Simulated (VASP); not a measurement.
# AlN (P6_3mc) in VASP: notebook, part 2 of 2

VASP 6.6.1.

### Step 3. Single point, PBE

The input, INCAR:

```
SYSTEM = AlN
ALGO = Fast ; EDIFF = 1E-7
ENCUT = 520 ; GGA = PE
ISIF = 2 ; ISMEAR = 0
LASPH = .TRUE. ; LCHARG = .FALSE.
LREAL = .FALSE. ; LWAVE = .FALSE.
NBANDS = 16 ; NELM = 100
PREC = Accurate ; SIGMA = 0.01
```

The input, KPOINTS:

```
k-points
0
G
  12 12 6
  0 0 0
```

The input, POSCAR:

```
AlN
1.0
    3.1066945035      0.0000000000      0.0000000000
   -1.5533472517      2.6904763619      0.0000000000
    0.0000000000      0.0000000000      4.9785885504
Al N
2 2
Direct
    0.3333333333      0.6666666667     -0.0007956040
    0.6666666667      0.3333333333      0.4992043960
    0.3333333333      0.6666666667      0.3807956040
    0.6666666667      0.3333333333      0.8807956040
```

Potentials or basis: VASP PAW PBE potentials, release 64 (Al, N).

Command:

```bash
cat potpaw_PBE.64/Al/POTCAR potpaw_PBE.64/N/POTCAR > POTCAR
mpirun -np 1 vasp_std > vasp.out
```

OUTCAR:

```text
SYSTEM = AlN
   EDIFF = 1E-7
   ENCUT = 520
   GGA = PE
   ISIF = 2
   ISMEAR = 0
   LASPH = .TRUE.
   LREAL = .FALSE.
   NELM = 100
   PREC = Accurate

 ion  position               nearest neighbor table
   1  0.333  0.667  0.999-   4 1.89   4 1.89   4 1.89   3 1.90   2 3.07   2 3.07   2 3.07   2 3.07
                             2 3.07   2 3.07
   2  0.667  0.333  0.499-   3 1.89   3 1.89   3 1.89   4 1.90   1 3.07   1 3.07   1 3.07   1 3.07
                             1 3.07   1 3.07
   3  0.333  0.667  0.381-   2 1.89   2 1.89   2 1.89   1 1.90
   4  0.667  0.333  0.881-   1 1.89   1 1.89   1 1.89   2 1.90

  LATTYP: Found a hexagonal cell.
 ALAT       =     3.1066945035
 C/A-ratio  =     1.6025356033

  Lattice vectors:

 A1 = (   3.1066945035,   0.0000000000,   0.0000000000)
 A2 = (  -1.5533472517,   2.6904763619,   0.0000000000)
 A3 = (   0.0000000000,   0.0000000000,   4.9785885504)

Analysis of symmetry for initial positions (statically):
=====================================================================
 Subroutine PRICEL returns:
 Original cell was already a primitive cell.

 Routine SETGRP: Setting up the symmetry group for a
 hexagonal supercell.

 Subroutine GETGRP returns: Found 12 space group operations
 (whereof  6 operations were pure point group operations)
 out of a pool of 24 trial point group operations.

The static configuration has the point symmetry C_3v.
 The point group associated with its full space group is C_6v.

Analysis of symmetry for dynamics (positions and initial velocities):
=====================================================================
 Subroutine PRICEL returns:
 Original cell was already a primitive cell.

 Routine SETGRP: Setting up the symmetry group for a
 hexagonal supercell.

 Subroutine GETGRP returns: Found 12 space group operations
 (whereof  6 operations were pure point group operations)
 out of a pool of 24 trial point group operations.

The dynamic configuration has the point symmetry C_3v.
 The point group associated with its full space group is C_6v.

 Subroutine INISYM returns: Found 12 space group operations
 (whereof  6 operations are pure point group operations),
 and found     1 'primitive' translations

----------------------------------------------------------------------------------------

                                     Primitive cell

  volume of cell :      41.6135

  direct lattice vectors                    reciprocal lattice vectors
     3.106694503  0.000000000  0.000000000     0.321885528  0.185840696  0.000000000
    -1.553347252  2.690476362  0.000000000     0.000000000  0.371681392  0.000000000
     0.000000000  0.000000000  4.978588550     0.000000000  0.000000000  0.200860141

  length of vectors
     3.106694503  3.106694504  4.978588550     0.371681392  0.371681392  0.200860141

  position of ions in fractional coordinates (direct lattice)
     0.333333333  0.666666667  0.999204396
     0.666666667  0.333333333  0.499204396
     0.333333333  0.666666667  0.380795604
     0.666666667  0.333333333  0.880795604

  ion indices of the primitive-cell ions
   primitive index   ion index
                 1           1
                 2           2
                 3           3
                 4           4

[... 30 lines left out ...]
  0.166667  0.000000  0.000000      6.000000
  0.250000  0.000000  0.000000      6.000000
  0.333333  0.000000  0.000000      6.000000
  0.416667  0.000000  0.000000      6.000000
[... 16 lines left out ...]
  0.250000  0.000000  0.166667     12.000000
  0.333333  0.000000  0.166667     12.000000
 [... further k-points ...]
   k-points           NKPTS =     76   k-points in BZ     NKDIM =     76   number of bands    NBANDS=     16
   number of dos      NEDOS =    301   number of ions     NIONS =      4
   total plane-waves  NPLWV =  23040
   dimension x,y,z NGX =    24 NGY =   24 NGZ =   40
   dimension x,y,z NGXF=    48 NGYF=   48 NGZF=   80
   ions per type =               2   2
   NGX,Y,Z   is equivalent  to a cutoff of  12.84, 12.84, 13.36 a.u.
   NGXF,Y,Z  is equivalent  to a cutoff of  25.69, 25.69, 26.71 a.u.
 SYSTEM =  AlN
   PREC   = accura    normal or accurate (medium, high low for compatibility)
   ISTART =      0    job   : 0-new  1-cont  2-samecut
   ICHARG =      2    charge: 1-file 2-atom 10-const
   ISPIN  =      1    spin polarized calculation?
   LNONCOLLINEAR =      F non collinear calculations
   LSORBIT =      F    spin-orbit coupling
   LASPH  =      T    aspherical Exc in radial PAW
   ENCUT  =  520.0 eV  38.22 Ry    6.18 a.u.   5.78  5.78  9.26*2*pi/ulx,y,z
   NELM   =    100;   NELMIN=  2; NELMDL= -5     # of ELM steps
   EDIFF  = 0.1E-06   stopping-criterion for ELM
   LREAL  =      F    real-space projection
   EDIFFG = 0.1E-05   stopping-criterion for IOM
   NSW    =      0    number of steps for IOM
   IBRION =     -1    ionic relax: 0-MD 1-quasi-New 2-CG
   NFREE  =      0    steps in history (QN), initial steepest desc. (CG)
   ISIF   =      2    stress and relaxation
   ISYM   =      2    0-nonsym 1-usesym 2-fastsym
   POTIM  = 0.5000    time-step for ionic-motion
   TEBEG  =    0.0;   TEEND  =   0.0 temperature during run
   PSTRESS=    0.0 pullay stress
   NELECT =      16.0000    total number of electrons
   NUPDOWN=      -1.0000    fix difference up-down
   EMIN   =  10.00;   EMAX   =-10.00  energy-range for DOS
   EFERMI =   0.00;   METHOD = LEGACY
   ISMEAR =     0;   SIGMA  =   0.01  broadening in eV -4-tet -1-fermi 0-gaus
   EFERMI_NEDOS =   21; number of points for ismear=-14 and -15
   IALGO  =     68    algorithm
   IMIX   =      4    mixing-type and parameters
     AMIX     =   0.40;   BMIX     =  1.00
     AMIX_MAG =   1.60;   BMIX_MAG =  1.00
  volume/ion in A,a.u.               =      10.40        70.21
  Fermi-wavevector in a.u.,A,eV,Ry     =   1.190429  2.249585 19.281105  1.417121
  Thomas-Fermi vector in A             =   2.326514
   LORBIT       =      0    0 simple, 1 ext, 2 COOP (PROOUT), +10 PAW based schemes
   GGA     = PE    functional components
   LHFCALC =     F    Hartree Fock is set to
   AEXX    =    0.0000 exact exchange contribution
   IVDW    =     0    specifies the selected vdW correction
   LEPSILON=     F    determine dielectric tensor
   LRPA    =     F    only Hartree local field effects (RPA)
 non-spin polarized calculation
 RMM-DIIS sequential band-by-band and
 Gauss-broadening in eV      SIGMA  =   0.01
  energy-cutoff  :      520.00
  volume of cell :       41.61
 maximum number of plane-waves:      1152
 NGX is ok and might be reduce to    24
   NGX = 11   NGY = 11   NGZ = 19

 number of electron      15.9999996 magnetization

 Free energy of the ion-electron system (eV)
  ---------------------------------------------------
  ext. energy  EPLUGINS =         0.00000000
  ---------------------------------------------------
  free energy    TOTEN  =       -29.76785302 eV

  energy without entropy =      -29.76785302  energy(sigma->0) =      -29.76785302

 E-fermi :   6.2629     XC(G=0): -10.9267

 val. band max:        6.1859812894   @ k =   0.0000   0.0000   0.0000
 cond. band min:      10.4292330339   @ k =   0.0000   0.0000   0.0000
 fundamental gap:      4.2432517445
 Fermi energy:         6.2629145505

 k-point     1 :       0.0000    0.0000    0.0000
  band No.  band energies     occupation
      1      -9.0209      2.00000
      2      -6.8662      2.00000
      3       0.1767      2.00000
      4       5.3267      2.00000
      5       5.3267      2.00000
      6       5.9756      2.00000
[... 433 lines left out ...]
      3       1.2688      2.00000
      4       2.2392      2.00000
      5       2.8445      2.00000
      6       4.4162      2.00000
[... 8 lines left out ...]
     15      18.6453      0.00000
     16      20.5325      0.00000

 [... further k-points ...]

------------------------ aborting loop because EDIFF is reached ----------------------------------------

  FORCE on cell =-STRESS in cart. coord.  units (eV):
  Direction    XX          YY          ZZ          XY          YZ          ZX
  --------------------------------------------------------------------------------------
  -------------------------------------------------------------------------------------
  Total        1.1495684      1.1495684      1.1115076      0.0000000      0.0000000      0.0000000
  in kB       44.2600036     44.2600036     42.7946085      0.0000000      0.0000000      0.0000000
  external PRESSURE =      43.7715386 kB  Pullay stress =       0.0000000 kB

 VOLUME and BASIS-vectors are now :
 -----------------------------------------------------------------------------
  energy-cutoff  :      520.00
  volume of cell :       41.61
      direct lattice vectors                 reciprocal lattice vectors
     3.106694503  0.000000000  0.000000000     0.321885528  0.185840696  0.000000000
    -1.553347252  2.690476362  0.000000000     0.000000000  0.371681392  0.000000000
     0.000000000  0.000000000  4.978588550     0.000000000  0.000000000  0.200860141

 POSITION                                       TOTAL-FORCE (eV/Angst)
 -----------------------------------------------------------------------------------
     -0.00000      1.79365      4.97463        -0.000000      0.000000     -0.009062
      1.55335      0.89683      2.48533        -0.000000      0.000000     -0.009062
     -0.00000      1.79365      1.89582        -0.000000      0.000000      0.009062
      1.55335      0.89683      4.38512         0.000000      0.000000      0.009062
 -----------------------------------------------------------------------------------
    total drift:                               -0.000000      0.000000     -0.000937

  FREE ENERGIE OF THE ION-ELECTRON SYSTEM (eV)
  ---------------------------------------------------
  free  energy   TOTEN  =       -29.7678530198 eV

  energy  without entropy=      -29.7678530198  energy(sigma->0) =      -29.76785302
```

stdout:

```text
POSCAR found type information on POSCAR AlN
 POSCAR found :  2 types and       4 ions
 scaLAPACK will be used
 LDA part: xc-table for (Slater+PW92), standard interpolation
 POSCAR, INCAR and KPOINTS ok, starting setup
 FFT: planning ... GRIDC
 FFT: planning ... GRID_SOFT
 FFT: planning ... GRID
 WAVECAR not read
 entering main loop
```

Run time: 32 s. Hardware: 1 thread of Intel Xeon Platinum 8559C (Emerald Rapids), shared host; peak memory 0.17 GiB.

What came out:

```yaml
Free_energy: -29.7679 eV
Pressure: 4.4 GPa
Largest_force: 0.009 eV/Å
Band_gap_on_the_k_mesh: 4.24 eV, direct
```

Forces in eV/Å, atoms in the order of the input:
```
Al   0.000  0.000 -0.009
Al   0.000  0.000 -0.009
N    0.000  0.000  0.009
N    0.000  0.000  0.009
```

### Step 4. How close it comes

Step 2. Against the measured gap of AlN, 6.0343 eV (an exciton energy, a little under the gap; 0 K; quoted in “Structural and optical properties of self-assembled AlN nanowires grown on SiO2/Si substrates by molecular beam epitaxy”, 2024, arxiv:2402.00216), the calculated 4.24 eV is off by -1.79 eV. 2 values of this kind are on record (6.034 to 6.0343 eV); this one was drawn at random. The value is that of PBE on a finite k mesh, which can miss the band edges, without temperature or zero-point motion. Semilocal functionals fall short of measured gaps as a rule.

Step 3. Against the measured gap of AlN, 6.034 eV (an exciton energy, a little under the gap; 10 K; quoted in “Self-assembly of well-separated AlN nanowires directly on sputtered metallic TiN films”, 2019, arxiv:1910.07391), the calculated 4.24 eV is off by -1.79 eV. 2 values of this kind are on record (6.034 to 6.0343 eV); this one was drawn at random. The value is that of PBE on a finite k mesh, which can miss the band edges, without temperature or zero-point motion. Semilocal functionals fall short of measured gaps as a rule.
